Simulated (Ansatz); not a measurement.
# 5-layer 1T-ZrSSe (AA) in a perpendicular field

Aim: how the 5-layer 1T-ZrSSe (AA) screens a field along its normal, and what the field does to its bands. A positive field points along +c.

Program: Ansatz 0.2.0. Level of theory: plane-wave DFT, PBE-D3(BJ), Ansatz PAW. Results are calculated unless marked as measured.

### Step 1. The starting structure

The cell holds 15 atoms: 5 Se, 5 Zr and 5 S. Cell: a = 3.740 Å, b = 3.740 Å, c = 88.411 Å, α = 90.0°, β = 90.0°, γ = 120.0°. Regions: layer 1: 1T-ZrSSe, 3 atoms (1 Se, 1 Zr and 1 S); layer 2: 1T-ZrSSe, 3 atoms (1 Se, 1 Zr and 1 S); layer 3: 1T-ZrSSe, 3 atoms (1 Se, 1 Zr and 1 S); layer 4: 1T-ZrSSe, 3 atoms (1 Se, 1 Zr and 1 S); layer 5: 1T-ZrSSe, 3 atoms (1 Se, 1 Zr and 1 S). Vacuum lies along c.

### Step 2. Relaxation

The starting cell is a guess, so the in-plane lattice and the atoms are relaxed first, with the slab cut off from its images along the normal.

input.yaml

```yaml
crystal:
  lattice:
    - [3.74, 0.0, 0.0]
    - [-1.87, 3.2389350102, 0.0]
    - [0.0, 0.0, 88.4112889008]
  atoms:
    - { symbol: Se, position: [0.6666666667, 0.3333333333, 0.3376265675] }
    - { symbol: Zr, position: [0.0, 0.0, 0.3576995779] }
    - { symbol: S, position: [0.3333333333, 0.6666666667, 0.3749776549] }
    - { symbol: Se, position: [0.6666666667, 0.3333333333, 0.4094755119] }
    - { symbol: Zr, position: [0.0, 0.0, 0.4295485223] }
    - { symbol: S, position: [0.3333333333, 0.6666666667, 0.4468265993] }
    - { symbol: Se, position: [0.6666666667, 0.3333333333, 0.4813244563] }
    - { symbol: Zr, position: [0.0, 0.0, 0.5013974667] }
    - { symbol: S, position: [0.3333333333, 0.6666666667, 0.5186755437] }
    - { symbol: Se, position: [0.6666666667, 0.3333333333, 0.5531734007] }
    - { symbol: Zr, position: [0.0, 0.0, 0.5732464111] }
    - { symbol: S, position: [0.3333333333, 0.6666666667, 0.5905244881] }
    - { symbol: Se, position: [0.6666666667, 0.3333333333, 0.6250223451] }
    - { symbol: Zr, position: [0.0, 0.0, 0.6450953555] }
    - { symbol: S, position: [0.3333333333, 0.6666666667, 0.6623734325] }
  periodic: [true, true, false]
kpoints:
  mp_grid: { grid: [12, 12, 1] }
hamiltonian:
  xc: pbe
  dispersion: d3bj
scf:
  occupations: { method: fermi_dirac, width: 0.05 }
  convergence: { dr2_threshold: 1.0e-09 }
relax:
  f_tol: 0.004
  max_steps: 90
  cell: {}
output:
  write_potential: true
  write_density: true
  volumetric_format: npy
```

Launch:

```
$ ansatz run input.yaml --threads 4 --pin off --max-ram 16384MiB --backend cpu --events-out ev --progress --plain --runs-dir out
```

Numbers of over 12 decimals in the logs are rounded to 6 here.

The program printed:

```text
Warning: relax.cell: scf.convergence.dr2_threshold = 1e-9 eV is looser than the 1.00095832525e-10 eV advised for a relaxation that steers and ends on the stress (1e-10 eV for each atom of the cell: 15, times the square of relax.cell.stress_2d_tol = 0.05 N/m over 38.7 Å (the atoms' height at the walk's start and 5 Å past either face), 1.292e-2 GPa, over a crystal's default 0.05). What an SCF threshold leaves in a stress goes as its square root, and in the free energy as the threshold itself, and one threshold admits the most on a small cell: [figures from the program's tests cut] Set scf.convergence.dr2_threshold to 1.00095832525e-10 eV or tighter. [rest of the remark cut]
Engine: ansatz 0.2.0, aarch64-unknown-linux-gnu
Pseudopotentials: kind: paw
Pseudopotential: Se, paw, valence charge 16, recommended cutoff 420 eV (normal), Se.paw.azcp
Pseudopotential: Zr, paw, valence charge 12, recommended cutoff 420 eV (normal), Zr.paw.azcp
Pseudopotential: S, paw, valence charge 6, recommended cutoff 420 eV (normal), S.paw.azcp
Functional definition: PBE
  parameter kappa = 0.804
  parameter beta = 0.066725
  exchange = pbe_x(kappa = kappa, mu = beta*pi^2/3)
  correlation = pbe_c(beta = beta)
Crystal: 15 atoms, lattice volume = 1070.980 Å³
Basis set: ecut = 420 eV, 21043 PW (Γ), exchange–correlation on 50×50×1200 points (8 copies of the dense FFT grid, shifted against one another)
Bands: 102, of which v1, the nominal top of the filled ones, is band 85 counted from 1 (84 counted from 0)
Symmetry: 6 space group operations
Space group: P3m1 (ITA 156), of the structure as read, at distance tolerance 1.0e-4 Å
k-points: 19 of 144 (time reversal used)
Non-local potential: Se, projectors of the file, l = 0: 2, l = 1: 2, l = 2: 3, l = 3: 1
Non-local potential: Zr, projectors of the file, l = 0: 3, l = 1: 2, l = 2: 2, l = 3: 2
Non-local potential: S, projectors of the file, l = 0: 2, l = 1: 2, l = 2: 2
PAW form: soft (Blöchl's): semilocal exchange-correlation on the pseudo side does not see the compensation charge
PAW one-centre angular grid: Se, 590 points (default); XC on 64 Gauss nodes
PAW one-centre angular grid: Zr, 590 points (default); XC on 64 Gauss nodes
PAW one-centre angular grid: S, 110 points (default); XC on 64 Gauss nodes
Initial density: superposition of atomic densities (neutral atoms: chi_scale 0, normalization atom), corrected by the library's trained network
Initial wavefunctions: pseudopotential atomic-orbital guess
Functional: x = pbe(κ = 0.804, μ = 0.219515), c = pbe(β = 0.066725)
SCF iter   1: F=—  HF=-52800.715494 eV  |F-HF|=—  |Δ(HF+E_count)|=         —  Δρ=9.82e-4  dr2=7.69e-2  ethr=1.77e-3  ⟨swp⟩=9.4  Hψ=9190  notcnv=0  defer=16
preconditioner: auto → LDOS  [insulator: Δε(μ)=0.163 eV  Ē_g=6.939 eV  σ=0.050 eV  W_gap=0.66  n_scr=146 (ndim 8)  ℏωp=10.1 eV  f_vac=0.637  D(μ)=0.40/eV (n_scr^D=6)  ε∞_Penn≈3.1  β→1.0]
SCF iter   2: F=—  HF=-52800.805605 eV  |F-HF|=—  |Δ(HF+E_count)|=   9.01e-2  Δρ=3.02e-3  dr2=1.18e0  ethr=4.53e-5  ⟨swp⟩=4.1  Hψ=5253  notcnv=0  defer=57
SCF iter   3: F=—  HF=-52800.716066 eV  |F-HF|=—  |Δ(HF+E_count)|=   8.95e-2  Δρ=1.03e-3  dr2=7.59e-2  ethr=4.53e-5  ⟨swp⟩=3.2  Hψ=3879  notcnv=0  defer=57
SCF iter   4: F=—  HF=-52800.706509 eV  |F-HF|=—  |Δ(HF+E_count)|=   9.56e-3  Δρ=1.88e-4  dr2=2.23e-3  ethr=4.47e-5  ⟨swp⟩=2.2  Hψ=2787  notcnv=0  defer=43
SCF iter   5: F=—  HF=-52800.707058 eV  |F-HF|=—  |Δ(HF+E_count)|=   5.49e-4  Δρ=1.51e-4  dr2=1.58e-3  ethr=1.31e-6  ⟨swp⟩=2.9  Hψ=3463  notcnv=0  defer=43
SCF iter   6: F=—  HF=-52800.706944 eV  |F-HF|=—  |Δ(HF+E_count)|=   1.14e-4  Δρ=5.96e-5  dr2=1.35e-4  ethr=9.29e-7  ⟨swp⟩=3.0  Hψ=2823  notcnv=0  defer=43
SCF iter   7: F=—  HF=-52800.706949 eV  |F-HF|=—  |Δ(HF+E_count)|=   4.48e-6  Δρ=3.36e-5  dr2=2.04e-5  ethr=7.96e-8  ⟨swp⟩=3.0  Hψ=2972  notcnv=0  defer=43
SCF iter   8: F=—  HF=-52800.706955 eV  |F-HF|=—  |Δ(HF+E_count)|=   5.93e-6  Δρ=1.92e-5  dr2=1.30e-5  ethr=1.20e-8  ⟨swp⟩=3.1  Hψ=3419  notcnv=0  defer=43
SCF iter   9: F=—  HF=-52800.707104 eV  |F-HF|=—  |Δ(HF+E_count)|=   1.49e-4  Δρ=1.17e-5  dr2=5.33e-6  ethr=7.66e-9  ⟨swp⟩=2.6  Hψ=2631  notcnv=0  defer=43
SCF iter  10: F=—  HF=-52800.707105 eV  |F-HF|=—  |Δ(HF+E_count)|=   7.33e-7  Δρ=4.78e-6  dr2=7.67e-7  ethr=3.14e-9  ⟨swp⟩=2.8  Hψ=2992  notcnv=0  defer=43
SCF iter  11: F=—  HF=-52800.707105 eV  |F-HF|=—  |Δ(HF+E_count)|=   6.01e-8  Δρ=2.41e-6  dr2=1.67e-7  ethr=4.51e-10  ⟨swp⟩=3.0  Hψ=3019  notcnv=0  defer=43
SCF iter  12: F=—  HF=-52800.707105 eV  |F-HF|=—  |Δ(HF+E_count)|=   1.12e-8  Δρ=1.12e-6  dr2=1.88e-8  ethr=9.82e-11  ⟨swp⟩=2.6  Hψ=2721  notcnv=0  defer=43
SCF iter  13: F=—  HF=-52800.707105 eV  |F-HF|=—  |Δ(HF+E_count)|=   5.34e-8  Δρ=5.12e-7  dr2=1.59e-8  ethr=1.10e-11  ⟨swp⟩=3.0  Hψ=3870  notcnv=0  defer=43
SCF iter  14: F=—  HF=-52800.707105 eV  |F-HF|=—  |Δ(HF+E_count)|=   1.18e-9  Δρ=3.15e-7  dr2=2.95e-9  ethr=9.38e-12  ⟨swp⟩=2.9  Hψ=2724  notcnv=0  defer=43
SCF iter  15: F=-52800.707105 eV  HF=-52800.707105 eV  |F-HF|=5.60e-9  |Δ(HF+E_count)|=   6.58e-9  Δρ=1.62e-7  dr2=3.71e-10  ethr=1.00e-12  ⟨swp⟩=10.3  Hψ=12410  notcnv=0
SCF 1 converged in 15 iterations: F = -52800.707105 eV  dr2 = 3.71e-10
  greatest PAW one-centre occupation: 1.000 electrons in one spin orbital (limit 2), on the Se atom at site 9 (counted from 0), in its partial waves of l = 2
relax step   1: F+E_penalty+E_count = -52800.70710483 eV  Δ(F+E_penalty+E_count) = +0.000e0 eV  max|allowed force component| = 1.392e0 eV/Å  Δτ_max = 0.0000 Å  P = -19.737 N/m  Ω = 1070.980 Å³  fix = [c, alpha, beta]  reactions: c -0.000 N/m  (15 SCF iters, accepted)
Crystal: 15 atoms, lattice volume = 1040.800 Å³
Basis set: ecut = 420 eV, 20359 PW (Γ), exchange–correlation on 50×50×1200 points (8 copies of the dense FFT grid, shifted against one another)
Initial density: handed on by an earlier stage of this run
Initial wavefunctions: those handed on with the density
iter 1 solved again at ethr=9.89e-4 eV; its pass at ethr=3.10e-3 eV (dr2=1.68e0 eV) is discarded
SCF iter   1: F=—  HF=-52801.847508 eV  |F-HF|=—  |Δ(HF+E_count)|=         —  Δρ=6.31e-3  dr2=1.70e0  ethr=9.89e-4  ⟨swp⟩=2.3  Hψ=11535  notcnv=0
preconditioner: auto → Resta (q_TF=auto, 2.017 Å⁻¹)  ε∞=3.0  [insulator: Δε(μ)=0.499 eV  Ē_g=7.316 eV  σ=0.050 eV  W_gap=0.99  n_scr=134 (ndim 8)  ℏωp=10.3 eV  f_vac=0.643  D(μ)=0.02/eV (n_scr^D=0)  ε∞_Penn≈3.0  vacuum switching on, ρ_ref=3.9e-3 e/Å³]
SCF iter   2: F=—  HF=-52801.544079 eV  |F-HF|=—  |Δ(HF+E_count)|=   3.03e-1  Δρ=3.13e-3  dr2=1.78e-1  ethr=9.89e-4  ⟨swp⟩=3.7  Hψ=3737  notcnv=0
[...]
relax step   8: F+E_penalty+E_count = -52801.89994351 eV  Δ(F+E_penalty+E_count) = -1.957e-4 eV  max|allowed force component| = 8.145e-3 eV/Å  Δτ_max = 0.0376 Å  P = -0.047 N/m  Ω = 1041.886 Å³  energy of the carried Pulay correction = +8.375e-4 eV  fix = [c, alpha, beta]  reactions: c -0.000 N/m  (15 SCF iters, accepted)
relax step   9: F+E_penalty+E_count = -52801.89970252 eV  Δ(F+E_penalty+E_count) = +2.410e-4 eV  max|allowed force component| = 1.502e-2 eV/Å  Δτ_max = 0.0213 Å  P = +0.078 N/m  Ω = 1041.786 Å³  energy of the carried Pulay correction = +8.405e-4 eV  fix = [c, alpha, beta]  (15 SCF iters, rejected (line search))
relax step  10: F+E_penalty+E_count = -52801.90001277 eV  Δ(F+E_penalty+E_count) = -6.926e-5 eV  max|allowed force component| = 1.644e-3 eV/Å  Δτ_max = 0.0052 Å  P = -0.000 N/m  Ω = 1041.789 Å³  energy of the carried Pulay correction = +8.403e-4 eV  fix = [c, alpha, beta]  reactions: c -0.000 N/m  (15 SCF iters, accepted)
relax step  11: F+E_penalty+E_count = -52801.90001691 eV  Δ(F+E_penalty+E_count) = -4.148e-6 eV  max|allowed force component| = 9.154e-4 eV/Å  Δτ_max = 0.0040 Å  P = +0.006 N/m  Ω = 1041.701 Å³  energy of the carried Pulay correction = +8.429e-4 eV  fix = [c, alpha, beta]  reactions: c +0.000 N/m  (13 SCF iters, accepted)
Initial wavefunctions: pseudopotential atomic-orbital guess (no wavefunctions were taken with the density)
iter 1 solved again at ethr=5.77e-8 eV; its pass at ethr=3.10e-3 eV (dr2=9.80e-5 eV) is discarded
SCF iter   1: F=—  HF=-52801.898949 eV  |F-HF|=—  |Δ(HF+E_count)|=         —  Δρ=1.40e-5  dr2=2.54e-7  ethr=5.77e-8  ⟨swp⟩=6.6  Hψ=19128  notcnv=0
SCF iter   2: F=—  HF=-52801.899065 eV  |F-HF|=—  |Δ(HF+E_count)|=   1.16e-4  Δρ=2.57e-6  dr2=2.24e-7  ethr=1.49e-10  ⟨swp⟩=4.0  Hψ=5310  notcnv=0
SCF iter   3: F=—  HF=-52801.899065 eV  |F-HF|=—  |Δ(HF+E_count)|=   3.67e-8  Δρ=2.97e-6  dr2=3.98e-7  ethr=1.32e-10  ⟨swp⟩=2.5  Hψ=3675  notcnv=0
SCF iter   4: F=—  HF=-52801.899065 eV  |F-HF|=—  |Δ(HF+E_count)|=   5.18e-8  Δρ=8.08e-7  dr2=2.17e-8  ethr=1.32e-10  ⟨swp⟩=2.9  Hψ=3129  notcnv=0
SCF iter   5: F=—  HF=-52801.899065 eV  |F-HF|=—  |Δ(HF+E_count)|=   6.07e-9  Δρ=3.70e-7  dr2=9.79e-9  ethr=1.28e-11  ⟨swp⟩=4.1  Hψ=4656  notcnv=0
SCF iter   6: F=-52801.899065 eV  HF=-52801.899065 eV  |F-HF|=6.98e-10  |Δ(HF+E_count)|=  4.07e-10  Δρ=1.45e-7  dr2=3.76e-10  ethr=1.00e-12  ⟨swp⟩=14.3  Hψ=15432  notcnv=0
SCF 12 converged in 6 iterations: F = -52801.899065 eV  dr2 = 3.76e-10
relax step  12: F+E_penalty+E_count = -52801.89906516 eV  Δ(F+E_penalty+E_count) = +9.518e-4 eV  max|allowed force component| = 1.037e-3 eV/Å  Δτ_max = 0.0000 Å  P = +0.010 N/m  Ω = 1041.701 Å³  fix = [c, alpha, beta]  reactions: c +0.000 N/m  stress off target by 1.04e-2 N/m on what of the cell is left free  SCF on the basis re-selected at this cell (its energy is not comparable with the rows above)  (6 SCF iters)
basis re-selected at this cell: Δ(F+E_penalty+E_count) = +9.518e-4 eV, ΔP = +0.004 N/m vs the last step (what re-selecting the basis moved, of the pressure what is left beyond the Pulay correction that the steps carried, after the strain that the cell walked since its last selection, with what the two solves' SCF thresholds leave and, on support functions, any second-order correction that the steps lacked; it is no m [...]
WARN: The output density's exchange-correlation potential varies sharply where the density is thin. Do not read a vacuum level from v_tot or v_xc, or from such a field of the output density. On a cell that repeats whose density bears no net charge and no dipole along the vacuum's axis use v_es (v_loc + v_h of the components); under efield.dipole_correction with no amplitude use v_es + v_field, which holds any externa [...]
SCF converged after 6 iterations
Free energy (F): -52801.899065 eV
Harris-Foulkes:  -52801.899065 eV  (|F-HF|=6.98e-10)
Internal energy: -52801.898499 eV  (E = F + TS)
E sigma→0 (E₀):  -52801.898782 eV
Entropy (-TS):   -0.000566 eV (-0.038 meV/atom)
Fermi energy:    -5.534648 eV
--- Per-component energies (eV) ---
  E_band       = -5024.143480
  E_kinetic    = 2796.449582
  E_local      = -2765017.695332  (includes V_loc(G=0)·N_el)
  E_nonlocal   = -2448.022777
  E_hartree    = 1380430.347916
  E_xc         = -1821.838823
  E_vxc        = -1891.372257  (∫ρ·V_xc dr)
  E_paw        = -27323.059462  (= ΣΔE_a)
  E_vpaw       = 675.799715  (= ΣTr[D̂ρ^β])
  E_aug_tail   = -0.002793  (compensation charges beyond the density's cutoff)
  E_ewald      = 1360587.285445
  E_disp       = -5.362255  (pairwise vdW)
  E_smearing   = -0.000566  (= −TS)
  E_closure    = 0.000000  (closes the sum)
  Σ components = -52801.899065   (vs F -52801.899065, Δ=0.00e0)
--- Forces (eV/Å), atoms counted from 1 ---
  atom   1  Se     0.00000000     0.00000000     0.00020455
  atom   2  Zr     0.00000000    -0.00000000    -0.00012064
  atom   3  S      0.00000000    -0.00000000    -0.00002535
  atom   4  Se     0.00000000     0.00000000     0.00017746
  atom   5  Zr     0.00000000    -0.00000000    -0.00010042
  atom   6  S      0.00000000    -0.00000000    -0.00008483
  atom   7  Se    -0.00000000     0.00000000    -0.00006245
  atom   8  Zr     0.00000000    -0.00000000     0.00013298
  atom   9  S      0.00000000    -0.00000000     0.00103677
  atom  10  Se     0.00000000     0.00000000    -0.00076987
  atom  11  Zr     0.00000000    -0.00000000    -0.00053849
  atom  12  S      0.00000000    -0.00000000    -0.00017359
  atom  13  Se     0.00000000     0.00000000     0.00042887
  atom  14  Zr     0.00000000    -0.00000000    -0.00005945
  atom  15  S      0.00000000    -0.00000000    -0.00004328
  max |Σ_I F_I| component: 2.28e-6 eV/Å
--- 2D stress c σ (N/m, compression-positive) ---
        0.010385      -0.000000       0.000000
       -0.000000       0.010385      -0.000000
        0.000000      -0.000000       0.000000
  P = ½ c Tr σ = 0.0104 N/m
--- Band table (eV; the first three rows and the last of 19) ---
  k-point 0: bands = [... 81 lower, -5.7726, -5.7726, -5.7405, -5.7405, -4.5736, -4.5736, -4.5610, -4.5610, ... 13 higher]
  k-point 1: bands = [... 81 lower, -6.0637, -6.0040, -5.9691, -5.9175, -4.5097, -4.4930, -4.4743, -4.4633, ... 13 higher]
  k-point 2: bands = [... 81 lower, -6.3874, -6.3494, -6.2486, -6.0484, -4.5994, -4.5914, -4.5854, -4.5749, ... 13 higher]
  k-point 18: bands = [... 81 lower, -7.8023, -7.8011, -7.6339, -7.5209, -3.7833, -3.7687, -3.7521, -3.7410, ... 13 higher]
  the weakly bound empty levels are not read free of the cell's end (no_gap_told)
--- Relaxed structure (11 steps of the walk, 10 accepted, 1 SCFs on fresh bases) ---
  F+E_penalty+E_count = -52801.89906516 eV   max|allowed force component| = 1.037e-3 eV/Å   (the final SCF, on the basis selected at the relaxed cell)
  cell:  # Å, volume = 1041.7011 Å³
    - [3.688522, -1.9050646624413956e-18, 0]
    - [-1.844261, 3.194354, 0]
    - [0, 0, 88.4112889008]
  atoms:
    - { symbol: Se, position: [0.666667, 0.333333, 0.349399] }
    - { symbol: Zr, position: [2.725367558472845e-17, 0, 0.368084] }
    - { symbol: S, position: [0.333333, 0.666667, 0.383979] }
    - { symbol: Se, position: [0.666667, 0.333333, 0.416161] }
    - { symbol: Zr, position: [1.3730872320915699e-17, 0, 0.434780] }
    - { symbol: S, position: [0.333333, 0.666667, 0.450681] }
    - { symbol: Se, position: [0.666667, 0.333333, 0.482750] }
    - { symbol: Zr, position: [0, 0, 0.501367] }
    - { symbol: S, position: [0.333333, 0.666667, 0.517267] }
    - { symbol: Se, position: [0.666667, 0.333333, 0.549355] }
    - { symbol: Zr, position: [-1.3840388030978345e-17, 0, 0.567973] }
    - { symbol: S, position: [0.333333, 0.666667, 0.583875] }
    - { symbol: Se, position: [0.666667, 0.333333, 0.616039] }
    - { symbol: Zr, position: [-2.734528120024024e-17, 0, 0.634676] }
    - { symbol: S, position: [0.333333, 0.666667, 0.650602] }
```

Run time: 19 min. Hardware: 4 threads of Arm Neoverse V2, shared host; peak memory 3.5 GiB.

Relaxation path:

```csv
step,energy less that of the first step (eV),largest force component (eV/Å),volume (Å³)
1,0.0000,1.3923,1070.98
2,-0.7939,0.8370,1040.80
3,-1.0653,0.1053,1042.22
4,-1.1071,0.0653,1038.14
5,-1.1498,0.0508,1039.22
6,-1.1801,0.0239,1039.52
7,-1.1926,0.0148,1041.34
8,-1.1928,0.0081,1041.89
9,-1.1926,0.0150,1041.79
10,-1.1929,0.0016,1041.79
11,-1.1929,0.0009,1041.70
12*,-1.1920,0.0010,1041.70
```

Relaxation steps marked * repeat the geometry before them on a plane-wave basis chosen anew for their cell, so energy and pressure can jump there. Relaxation step 9 was tried and not accepted.

The run keeps the 6 symmetry operations that it works with, so distortions that break them were not tested.

```csv
cell as run,before,after,change
a (Å),3.740,3.689,-1.4 %
b (Å),3.740,3.689,-1.4 %
```

The atoms that moved most (Å, along periodic axes as changes of fractional coordinates times the final cell, across vacuum about the mean position):

```csv
atom,dx,dy,dz,length
Se1,0.000,0.000,1.041,1.041
S15,0.000,0.000,-1.041,1.041
Zr14,0.000,0.000,-0.921,0.921
Zr2,0.000,0.000,0.918,0.918
S3,0.000,0.000,0.796,0.796
Se13,0.000,0.000,-0.794,0.794
Se4,0.000,0.000,0.591,0.591
S12,0.000,0.000,-0.588,0.588
```

Numbers from this step:

```
energy at zero smearing : -52801.8988 eV
```

The lattice constant a goes from 3.740 to 3.689 Å.

[end of part 1 of 2]

[Logs are printed without paths, hosts, clocks, repeated set-up lines and the standing remarks that a program may print on its own settings, such as how far it seeks lower states.]

[Hosts, paths, dates, database ids (printed as entryN), source tags and the programs' standing remarks are cut or masked in the printed files.]

[Maps of the electrostatic potential energy from Ansatz leave out the sawtooth potential of an applied field or a dipole correction, so their vacuum need not be flat; planar profiles and work functions include it.]
